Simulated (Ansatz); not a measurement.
# WC in Ansatz: the effect of functional

Crystal: WC.

```xyz
2
Lattice="0.0000 2.2215 2.2215 2.2215 0.0000 2.2215 2.2215 2.2215 0.0000" Properties=species:S:1:pos:R:3 pbc="T T T"
W     0.0000    0.0000    0.0000
C     2.2215    2.2215    2.2215
```

Measurements of this composition are mostly on another form, of space group No. 187.

The cell isn't the ideal one: volume scaled by 1.04.

Alike in all runs:

* Program: Ansatz 0.2.0
* Task: single point
* Potentials or basis: Ansatz PAW
* k mesh: 10 × 10 × 10
* Occupations: fermi-dirac, width 0.05 eV
* Spin: no spin polarisation

```csv
functional,cutoff,pressure (GPa)
LDA,420 eV (not typed: the program's choice for these potentials),-28.1
PBEsol,420 eV (not typed: the program's choice for these potentials),-22.6
r2SCAN,500 eV (not typed: the program's choice for these potentials),?
```

Problem. What does the run with functional r2SCAN give?

Solution. Pressure -18.3 GPa.

Caveats: the PAW data sets come from PBE, with cores solved anew for the run's functional, which leaves a small shift of forces and pressure.
